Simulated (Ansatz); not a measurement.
A single-point run of Ansatz (plane waves, PAW) on ZnO (wurtzite), with the lines that name the functional removed. The cell was relaxed with r2SCAN and then strained (uniaxial -2.0 % along z, other directions held), with the atoms relaxed again with r2SCAN; k points keep the names of the unstrained zone.

```
Zn O
1.0
     3.23534    0.00000    0.00000
    -1.61767    2.80189    0.00000
     0.00000    0.00000    5.10673
Zn O
2 2
Direct
  0.33333 0.66667 0.99486
  0.66667 0.33333 0.49486
  0.33333 0.66667 0.38014
  0.66667 0.33333 0.88014
```

```
Pseudopotential: Zn, paw, valence charge 12, recommended cutoff 420 eV
Pseudopotential: O, paw, valence charge 6, recommended cutoff 420 eV
Crystal: 4 atoms, lattice volume = 46.293 Å³
Basis set: ecut = 420 eV, 929 PW (Γ)
Bands: 23, of which v1, the nominal top of the filled ones, is band 18 counted from 1 (17 counted from 0)
Symmetry: 12 space group operations
Space group: P63mc (ITA 186)
k-points: 76 of 864 (time reversal used)
SCF converged after 6 iterations
Free energy (F): -7773.606050 eV
Fermi energy:    8.082775 eV
--- Per-component energies (eV) ---
  E_band       = 77.612292
  E_kinetic    = 613.550564
  E_local      = -3961.704716
  E_nonlocal   = 1335.621901
  E_hartree    = 1630.029375
  E_xc         = -420.646660
  E_vxc        = -290.804924
  E_paw        = -3980.447343
  E_vpaw       = -879.112616
  E_ewald      = -2990.013428
--- Forces (eV/Å), atoms counted from 1 ---
  atom   1  Zn      0.00000      0.00000    -0.00605
  atom   2  Zn      0.00000      0.00000    -0.00605
  atom   3  O       0.00000      0.00000      0.00602
  atom   4  O       0.00000      0.00000      0.00602
--- Stress (GPa, compression-positive) ---
        8.597950       0.000000       0.000000
        0.000000       8.597950       0.000000
        0.000000       0.000000      10.603191
  P = ⅓ Tr σ = 9.2664 GPa (92.664 kbar)
--- Band table (eV; the first three rows and the last of 76) ---
  k-point 0: bands = […, 3.6000, 6.8175, 6.8175, 7.5412, 7.6424, 7.6424, 8.5031, 12.9051, 16.1174, 20.5204, …]
  k-point 1: bands = […, 3.9201, 6.8741, 6.8741, 7.0051, 7.5892, 7.5892, 9.1446, 12.6930, 16.3047, 20.5186, …]
  k-point 2: bands = […, 4.6242, 6.2293, 7.0277, 7.0277, 7.4406, 7.4406, 10.1691, 12.0918, 16.8993, 19.4534, …]
  k-point 75: bands = […, 3.9059, 3.9059, 4.8323, 4.8323, 6.4364, 6.4364, 15.7605, 15.7605, 15.8483, 15.8483, …]
```

The file bands.tsv (bands near the Fermi energy, numbered from 0, rounded):
```tsv
# k_distance	band_13	band_14	band_15	band_16	band_17	band_18	band_19	band_20	band_21
# fermi_ev = 8.082775
# [0, 0, 0] at k_distance = 0.000000
# [0.5, 0, 0] at k_distance = 1.121242
# [0.3333333333, 0.3333333333, 0] at k_distance = 1.768591
# [0, 0, 0.5] at k_distance = 3.202012
# [0.5, 0, 0.5] at k_distance = 4.323254
# [0.3333333333, 0.3333333333, 0.5] at k_distance = 4.970603
# levels_relative_to = fermi_ev
0.000	-1.265	-1.265	-0.542	-0.440	-0.440	0.420	4.822	8.035	12.438
1.121	-4.137	-3.313	-2.834	-1.720	-1.357	5.461	6.455	7.366	8.164
1.769	-4.008	-4.008	-2.384	-2.384	-2.284	7.384	7.384	7.452	7.763
3.202	-2.652	-0.847	-0.847	-0.847	-0.847	3.121	3.121	9.872	9.872
4.323	-4.244	-2.044	-2.044	-1.769	-1.769	5.378	5.378	8.151	8.151
4.971	-4.177	-3.250	-3.250	-1.646	-1.646	7.678	7.678	7.766	7.766
```
In order the rows are Γ, M, K, A, L, H.

Q: Which functional gave these numbers?
A. LDA
B. r2SCAN
C. PBE
D. LC-ωPBE

A: C. PBE. There is no exchange loop, so no exact exchange. With PBE the gap is 0.86 eV and direct, at Γ. The log narrows the family; the member has to be judged from the numbers.

Command: `ansatz run input.yaml --threads 2 --pin off --max-ram 29491MiB --backend cpu --events-out ev --progress --plain --runs-dir out`. It took 3.2 s on 2 threads of AMD EPYC 7R13 Processor (Zen 3), on a shared host, load about 0.7 per core; peak host memory 0.52 GiB.

No spin polarisation and no zero-point or thermal motion.
